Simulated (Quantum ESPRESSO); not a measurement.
# TiAl (Pm-3m) in Quantum ESPRESSO: notebook, part 2 of 2

Quantum ESPRESSO 7.5.

### Step 3. Phonons, PBE

Input file pw.in:

```
&CONTROL
  calculation = 'scf'
  prefix = 'pwscf'
  outdir = './tmp'
  pseudo_dir = './pseudo'
  tprnfor = .true.
  tstress = .true.
  disk_io = 'low'
/
&SYSTEM
  ibrav = 0
  nat = 2
  ntyp = 2
  ecutwfc = 45
  ecutrho = 360
  nbnd = 13
  occupations = 'smearing'
  smearing = 'mv'
  degauss = 0.01469973
/
&ELECTRONS
  conv_thr = 4d-10
  electron_maxstep = 120
  mixing_beta = 0.5
/
ATOMIC_SPECIES
Ti    47.8670 ti_pbe_v1.4.uspp.F.UPF
Al    26.9815 al_pbe_v1.uspp.F.UPF
CELL_PARAMETERS angstrom
   3.1790640000    0.0000000000    0.0000000000
   0.0000000000    3.1790640000    0.0000000000
   0.0000000000    0.0000000000    3.1790640000
ATOMIC_POSITIONS crystal
Ti     0.0000000000    0.0000000000    0.0000000000
Al     0.5000000000    0.5000000000    0.5000000000
K_POINTS automatic
8 8 8 0 0 0
```

Input file relax.in:

```
&CONTROL
  calculation = 'vc-relax'
  prefix = 'pwscf'
  outdir = './tmp'
  pseudo_dir = './pseudo'
  tprnfor = .true.
  tstress = .true.
  disk_io = 'low'
  nstep = 40
  forc_conv_thr = 0.0001
  etot_conv_thr = 1d-06
/
&SYSTEM
  ibrav = 0
  nat = 2
  ntyp = 2
  ecutwfc = 45
  ecutrho = 360
  nbnd = 13
  occupations = 'smearing'
  smearing = 'mv'
  degauss = 0.01469973
/
&ELECTRONS
  conv_thr = 4d-10
  electron_maxstep = 120
  mixing_beta = 0.5
/
&IONS
  ion_dynamics = 'bfgs'
/
&CELL
  cell_dynamics = 'bfgs'
  press = 0
  press_conv_thr = 0.2
/
ATOMIC_SPECIES
Ti    47.8670 ti_pbe_v1.4.uspp.F.UPF
Al    26.9815 al_pbe_v1.uspp.F.UPF
CELL_PARAMETERS angstrom
   3.1790640000    0.0000000000    0.0000000000
   0.0000000000    3.1790640000    0.0000000000
   0.0000000000    0.0000000000    3.1790640000
ATOMIC_POSITIONS crystal
Ti     0.0000000000    0.0000000000    0.0000000000
Al     0.5000000000    0.5000000000    0.5000000000
K_POINTS automatic
8 8 8 0 0 0
```

Input file scf2.in:

```
&CONTROL
  calculation = 'scf'
  prefix = 'pwscf'
  outdir = './tmp'
  pseudo_dir = './pseudo'
  tprnfor = .true.
  tstress = .true.
  disk_io = 'low'
/
&SYSTEM
  ibrav = 0
  nat = 2
  ntyp = 2
  ecutwfc = 45
  ecutrho = 360
  nbnd = 13
  occupations = 'smearing'
  smearing = 'mv'
  degauss = 0.01469973
/
&ELECTRONS
  conv_thr = 1d-13
  electron_maxstep = 120
  mixing_beta = 0.5
  startingpot = 'file'
  startingwfc = 'file'
/
ATOMIC_SPECIES
Ti    47.8670 ti_pbe_v1.4.uspp.F.UPF
Al    26.9815 al_pbe_v1.uspp.F.UPF
CELL_PARAMETERS angstrom
   3.1864847488    0.0000000000    0.0000000000
   0.0000000000    3.1864847488    0.0000000000
   0.0000000000    0.0000000000    3.1864847488
ATOMIC_POSITIONS crystal
Ti     0.0000000000    0.0000000000    0.0000000000
Al     0.5000000000    0.5000000000    0.5000000000
K_POINTS automatic
8 8 8 0 0 0
```

Input file ph.in:

```
phonons of TiAl
&INPUTPH
  prefix = 'pwscf'
  outdir = './tmp'
  tr2_ph = 1d-18
  fildyn = 'dyn'
  niter_ph = 90
  alpha_mix(1) = 0.4
/
0.0000000000 0.0000000000 0.0000000000
```

Input file dynmat.in:

```
&INPUT
  fildyn = 'dyn'
  asr = 'crystal'
  filout = 'dynmat.disp'
  fileig = 'dynmat.eig'
/
```

Potentials or basis: GBRV 1.5 PBE.

Command:

```sh
$ OMP_NUM_THREADS=1 pw.x -in pw.in > pw.out
$ OMP_NUM_THREADS=1 pw.x -in relax.in > relax.out
$ OMP_NUM_THREADS=1 pw.x -in scf2.in > scf2.out
$ OMP_NUM_THREADS=1 ph.x -in ph.in > ph.out
$ OMP_NUM_THREADS=1 dynmat.x -in dynmat.in > dynmat.out
```

pw.out:

```text
This program is part of the open-source Quantum ESPRESSO suite
     for quantum simulation of materials; please cite
[... 9 lines left out ...]
     --------------------
     sticks:   dense  smooth     PW     G-vecs:    dense   smooth      PW
     Sum        1041     517    169                25173     8829    1575

     Using Slab Decomposition

     bravais-lattice index     =            0
     lattice parameter (alat)  =       6.0076  a.u.
     unit-cell volume          =     216.8175 (a.u.)^3
     number of atoms/cell      =            2
     number of atomic types    =            2
     number of electrons       =        15.00
     number of Kohn-Sham states=           13
     kinetic-energy cutoff     =      45.0000  Ry
     charge density cutoff     =     360.0000  Ry
     scf convergence threshold =      4.0E-10
     mixing beta               =       0.5000
     number of iterations used =            8  plain     mixing
     Exchange-correlation= SLA  PW   PBE  PBE
[... 362 lines left out ...]
    12.7884  13.9471  13.9471  14.2324  15.4533

          k =-0.5000-0.5000-0.5000 (  1088 PWs)   bands (ev):

   -45.3983 -21.7708 -21.7708 -21.7708   8.3329   8.3329   8.3329  12.0258
    14.2418  14.2418  14.3789  14.3789  14.3789

     the Fermi energy is    11.4588 ev

!    total energy              =    -125.99727622 Ry
     estimated scf accuracy    <          9.7E-11 Ry
     smearing contrib. (-TS)   =      -0.00081476 Ry
     internal energy E=F+TS    =    -125.99646146 Ry

     The total energy is F=E-TS. E is the sum of the following terms:
     one-electron contribution =     -53.35754840 Ry
     hartree contribution      =      31.65143394 Ry
     xc contribution           =     -22.41919129 Ry
     ewald contribution        =     -81.87115572 Ry

     convergence has been achieved in  10 iterations

     negative rho (up, down):  5.810E-04 0.000E+00

     Forces acting on atoms (cartesian axes, Ry/au):

     atom    1 type  1   force =     0.00000000    0.00000000    0.00000000
     atom    2 type  2   force =     0.00000000    0.00000000    0.00000000

     Total force =     0.000000     Total SCF correction =     0.000000

     Computing stress (Cartesian axis) and pressure

     negative rho (up, down):  5.810E-04 0.000E+00
          total   stress  (Ry/bohr**3)                   (kbar)     P=        7.98
   0.00005422   0.00000000   0.00000000            7.98        0.00        0.00
   0.00000000   0.00005422   0.00000000            0.00        7.98        0.00
   0.00000000   0.00000000   0.00005422            0.00        0.00        7.98

=------------------------------------------------------------------------------=
   JOB DONE.
=------------------------------------------------------------------------------=
```

relax.out:

```text
This program is part of the open-source Quantum ESPRESSO suite
     for quantum simulation of materials; please cite
[... 9 lines left out ...]
     --------------------
     sticks:   dense  smooth     PW     G-vecs:    dense   smooth      PW
     Sum        1041     517    169                25173     8829    1575
[... 1749 lines left out ...]
   0.00000011   0.00000000   0.00000000            0.02        0.00        0.00
   0.00000000   0.00000011   0.00000000            0.00        0.02        0.00
   0.00000000   0.00000000   0.00000011            0.00        0.00        0.02

=------------------------------------------------------------------------------=
   JOB DONE.
=------------------------------------------------------------------------------=
```

scf2.out:

```text
This program is part of the open-source Quantum ESPRESSO suite
     for quantum simulation of materials; please cite
[... 9 lines left out ...]
     --------------------
     sticks:   dense  smooth     PW     G-vecs:    dense   smooth      PW
     Sum        1041     517    177                25269     8925    1647
[... 354 lines left out ...]
   0.00000006   0.00000000   0.00000000            0.01        0.00        0.00
   0.00000000   0.00000006   0.00000000            0.00        0.01        0.00
   0.00000000   0.00000000   0.00000006            0.00        0.00        0.01

=------------------------------------------------------------------------------=
   JOB DONE.
=------------------------------------------------------------------------------=
```

Wall time 2 min (1 thread of Arm Neoverse V1, shared host); peak memory 0.14 GiB.

What came out:

- Free energy: -1714.2808 eV
- Relaxed volume: 16.18 Å³/atom
- Relaxed cell: a = 3.186 Å, b = 3.186 Å, c = 3.186 Å, α = 90.00°, β = 90.00°, γ = 90.00°
- Space group after relaxing (to 0.05 Å): Pm-3m (No. 221)
- Pressure after relaxing: 0.0 GPa
- Band gap on the k mesh: none (metal or under the smearing width)
- Highest phonon frequency at Γ: 313 cm⁻¹

Step by step:
```tsv
step	energy change (eV)	largest force (eV/Å)	pressure (GPa)	volume (Å³)
1	0.0000	0.0000	0.80	32.13
2	-0.0005	0.0000	0.33	32.26
3	-0.0006	0.0000	0.00	32.35
4	-0.0006	0.0000	0.00	32.35
```

Final structure:
```
CELL_PARAMETERS angstrom
3.18648 0.00000 0.00000
0.00000 3.18648 0.00000
0.00000 0.00000 3.18648
ATOMIC_POSITIONS crystal
Ti 0.00000 0.00000 0.00000
Al 0.50000 0.50000 0.50000
```

Levels at points of the mesh, in eV from the Fermi level:
| k point | band 5 | band 6 | band 7 | band 8 | band 9 | band 10 |
| --- | --- | --- | --- | --- | --- | --- |
| (0.00, 0.00, 0.00) | -9.29 | -1.43 | -1.43 | 1.78 | 1.78 | 1.78 |
| (0.00, 0.00, -0.50) | -6.06 | -5.21 | -0.56 | 0.13 | 0.13 | 1.98 |
| (0.00, -0.50, -0.50) | -5.03 | -2.14 | -2.14 | -1.46 | 0.70 | 0.70 |
| (-0.50, -0.50, -0.50) | -3.10 | -3.10 | -3.10 | 0.53 | 2.76 | 2.76 |

Phonon frequencies in cm⁻¹ (negative: imaginary):
```
              q point        frequencies
(0.000, 0.000, 0.000)  3 3 3 313 313 313
```

Optical modes at Γ, degenerate ones joined:
```csv
cm⁻¹,components,symmetry,active in
313,3,T1u,IR
```

Caveat: the mesh is thin for the phonons of a metal.

### Step 4. Phonons, PBEsol

pw.in, as its differences from that of step 3:

```diff
@@ -26,4 +26,4 @@
 ATOMIC_SPECIES
-Ti    47.8670 ti_pbe_v1.4.uspp.F.UPF
-Al    26.9815 al_pbe_v1.uspp.F.UPF
+Ti    47.8670 ti_pbesol_v1.4.uspp.F.UPF
+Al    26.9815 al_pbesol_v1.uspp.F.UPF
 CELL_PARAMETERS angstrom
```

relax.in, as its differences from that of step 3:

```diff
@@ -37,4 +37,4 @@
 ATOMIC_SPECIES
-Ti    47.8670 ti_pbe_v1.4.uspp.F.UPF
-Al    26.9815 al_pbe_v1.uspp.F.UPF
+Ti    47.8670 ti_pbesol_v1.4.uspp.F.UPF
+Al    26.9815 al_pbesol_v1.uspp.F.UPF
 CELL_PARAMETERS angstrom
```

scf2.in, as its differences from that of step 3:

```diff
@@ -28,8 +28,8 @@
 ATOMIC_SPECIES
-Ti    47.8670 ti_pbe_v1.4.uspp.F.UPF
-Al    26.9815 al_pbe_v1.uspp.F.UPF
+Ti    47.8670 ti_pbesol_v1.4.uspp.F.UPF
+Al    26.9815 al_pbesol_v1.uspp.F.UPF
 CELL_PARAMETERS angstrom
-   3.1864847488    0.0000000000    0.0000000000
-   0.0000000000    3.1864847488    0.0000000000
-   0.0000000000    0.0000000000    3.1864847488
+   3.1559402873    0.0000000000    0.0000000000
+   0.0000000000    3.1559402873    0.0000000000
+   0.0000000000    0.0000000000    3.1559402873
 ATOMIC_POSITIONS crystal
```

ph.in is that of step 3.

dynmat.in is that of step 3.

Potentials or basis: GBRV 1.5 PBEsol.

Command:

```sh
$ OMP_NUM_THREADS=1 pw.x -in pw.in > pw.out
$ OMP_NUM_THREADS=1 pw.x -in relax.in > relax.out
$ OMP_NUM_THREADS=1 pw.x -in scf2.in > scf2.out
$ OMP_NUM_THREADS=1 ph.x -in ph.in > ph.out
$ OMP_NUM_THREADS=1 dynmat.x -in dynmat.in > dynmat.out
```

pw.out:

```text
This program is part of the open-source Quantum ESPRESSO suite
     for quantum simulation of materials; please cite
[... 9 lines left out ...]
     --------------------
     sticks:   dense  smooth     PW     G-vecs:    dense   smooth      PW
     Sum        1041     517    169                25173     8829    1575

     Using Slab Decomposition

     bravais-lattice index     =            0
     lattice parameter (alat)  =       6.0076  a.u.
     unit-cell volume          =     216.8175 (a.u.)^3
     number of atoms/cell      =            2
     number of atomic types    =            2
     number of electrons       =        15.00
     number of Kohn-Sham states=           13
     kinetic-energy cutoff     =      45.0000  Ry
     charge density cutoff     =     360.0000  Ry
     scf convergence threshold =      4.0E-10
     mixing beta               =       0.5000
     number of iterations used =            8  plain     mixing
     Exchange-correlation= SLA  PW   PSX  PSC
                           (   1   4  10   8   0   0   0)

     celldm(1)=   6.007560  celldm(2)=   0.000000  celldm(3)=   0.000000
     celldm(4)=   0.000000  celldm(5)=   0.000000  celldm(6)=   0.000000

     crystal axes: (cart. coord. in units of alat)
               a(1) = (   1.000000   0.000000   0.000000 )
               a(2) = (   0.000000   1.000000   0.000000 )
               a(3) = (   0.000000   0.000000   1.000000 )

     reciprocal axes: (cart. coord. in units 2 pi/alat)
               b(1) = (  1.000000  0.000000  0.000000 )
               b(2) = (  0.000000  1.000000  0.000000 )
               b(3) = (  0.000000  0.000000  1.000000 )

[... 78 lines left out ...]

     Check: negative core charge=   -0.000007

     Initial potential from superposition of free atoms

     starting charge      13.9976, renormalised to      15.0000

     negative rho (up, down):  7.393E-04 0.000E+00
     Starting wfcs are   14 randomized atomic wfcs

     Self-consistent Calculation

     iteration #  1     ecut=    45.00 Ry     beta= 0.50
     Davidson diagonalization with overlap
     ethr =  1.00E-02,  avg # of iterations =  3.7

     negative rho (up, down):  1.114E-03 0.000E+00
[... 76 lines left out ...]
     iteration # 10     ecut=    45.00 Ry     beta= 0.50
     Davidson diagonalization with overlap
     ethr =  8.18E-11,  avg # of iterations =  1.8

     negative rho (up, down):  5.225E-04 0.000E+00

     End of self-consistent calculation

          k = 0.0000 0.0000 0.0000 (  1141 PWs)   bands (ev):

   -45.3112 -21.6169 -21.6169 -21.6169   2.0539   9.9127   9.9127  13.1346
    13.1346  13.1346  15.7270  15.7270  15.7270
[... 163 lines left out ...]
   -45.2690 -21.7477 -21.7477 -21.7215   7.7795   8.3434   8.3434  12.6580
    12.7007  13.8408  13.8408  14.1580  15.3620

          k =-0.5000-0.5000-0.5000 (  1088 PWs)   bands (ev):

   -45.2669 -21.7445 -21.7445 -21.7445   8.2264   8.2264   8.2264  11.9419
    14.1674  14.1674  14.2713  14.2713  14.2713

     the Fermi energy is    11.3504 ev

!    total energy              =    -125.84895685 Ry
     estimated scf accuracy    <          2.2E-10 Ry
     smearing contrib. (-TS)   =      -0.00084527 Ry
     internal energy E=F+TS    =    -125.84811158 Ry

     The total energy is F=E-TS. E is the sum of the following terms:
     one-electron contribution =     -53.37917723 Ry
     hartree contribution      =      31.60189250 Ry
     xc contribution           =     -22.19967114 Ry
     ewald contribution        =     -81.87115572 Ry

     convergence has been achieved in  10 iterations

     negative rho (up, down):  5.225E-04 0.000E+00

     Forces acting on atoms (cartesian axes, Ry/au):

     atom    1 type  1   force =     0.00000000    0.00000000    0.00000000
     atom    2 type  2   force =     0.00000000    0.00000000    0.00000000

     Total force =     0.000000     Total SCF correction =     0.000000

     Computing stress (Cartesian axis) and pressure

     negative rho (up, down):  5.225E-04 0.000E+00
          total   stress  (Ry/bohr**3)                   (kbar)     P=      -24.97
  -0.00016972   0.00000000   0.00000000          -24.97        0.00        0.00
   0.00000000  -0.00016972   0.00000000            0.00      -24.97        0.00
   0.00000000   0.00000000  -0.00016972            0.00        0.00      -24.97

=------------------------------------------------------------------------------=
   JOB DONE.
=------------------------------------------------------------------------------=
```

relax.out:

```text
This program is part of the open-source Quantum ESPRESSO suite
     for quantum simulation of materials; please cite
[... 9 lines left out ...]
     --------------------
     sticks:   dense  smooth     PW     G-vecs:    dense   smooth      PW
     Sum        1041     517    169                25173     8829    1575
[... 1794 lines left out ...]
  -0.00000001   0.00000000   0.00000000           -0.00        0.00        0.00
   0.00000000  -0.00000001   0.00000000            0.00       -0.00        0.00
   0.00000000   0.00000000  -0.00000001            0.00        0.00       -0.00

=------------------------------------------------------------------------------=
   JOB DONE.
=------------------------------------------------------------------------------=
```

scf2.out:

```text
This program is part of the open-source Quantum ESPRESSO suite
     for quantum simulation of materials; please cite
[... 9 lines left out ...]
     --------------------
     sticks:   dense  smooth     PW     G-vecs:    dense   smooth      PW
     Sum        1009     509    169                24405     8709    1575
[... 354 lines left out ...]
   0.00000000   0.00000000   0.00000000            0.00        0.00        0.00
   0.00000000   0.00000000   0.00000000            0.00        0.00        0.00
   0.00000000   0.00000000   0.00000000            0.00        0.00        0.00

=------------------------------------------------------------------------------=
   JOB DONE.
=------------------------------------------------------------------------------=
```

It took 2 min on 1 thread of Arm Neoverse V1, shared host; peak memory 0.14 GiB.

What came out:

* Free energy: -1712.2677 eV
* Relaxed volume: 15.72 Å³/atom
* Relaxed cell: a = 3.156 Å, b = 3.156 Å, c = 3.156 Å, α = 90.00°, β = 90.00°, γ = 90.00°
* Space group after relaxing (to 0.05 Å): Pm-3m (No. 221)
* Pressure after relaxing: 0.0 GPa
* Band gap on the k mesh: none (metal or under the smearing width)
* Highest phonon frequency at Γ: 324 cm⁻¹

The path:
| step | energy change (eV) | largest force (eV/Å) | pressure (GPa) | volume (Å³) |
| --- | --- | --- | --- | --- |
| 1 | 0.0000 | 0.0000 | -2.50 | 32.13 |
| 2 | -0.0045 | 0.0000 | -1.07 | 31.72 |
| 3 | -0.0055 | 0.0000 | 0.03 | 31.42 |
| 4 | -0.0055 | 0.0000 | 0.00 | 31.43 |

Final structure:
```yaml
crystal:
  lattice:
    - [3.15594, 0.00000, 0.00000]
    - [0.00000, 3.15594, 0.00000]
    - [0.00000, 0.00000, 3.15594]
  atoms:
    - { symbol: Ti, position: [0.00000, 0.00000, 0.00000] }
    - { symbol: Al, position: [0.50000, 0.50000, 0.50000] }
```

Phonon frequencies in cm⁻¹ (negative: imaginary):
```csv
q point,frequencies
"(0.000, 0.000, 0.000)",-13 -13 -13 324 324 324
```

Optical modes at Γ, degenerate ones joined:
```tsv
cm⁻¹	components	symmetry	active in
324	3	T1u	IR
```

Caveat: the mesh is thin for the phonons of a metal.

### Step 5. Overview

| level | potentials or basis | form of the LDA correlation | gap on the mesh (eV) | pressure (GPa) |
| --- | --- | --- | --- | --- |
| LDA | GBRV 1.5 LDA | PZ81 | none | 0.0 |
| PBE | GBRV 1.5 PBE | - | none | 0.0 |
| PBEsol | GBRV 1.5 PBEsol | - | none | 0.0 |

Alike in all rows: task phonons; no spin polarisation; cell relaxed; k mesh 8 × 8 × 8; cutoff (eV) 612; smearing cold 0.2 eV.

Caveats: the mesh is thin for the phonons of a metal.

Absolute energies hang on the potentials; compare differences alone.
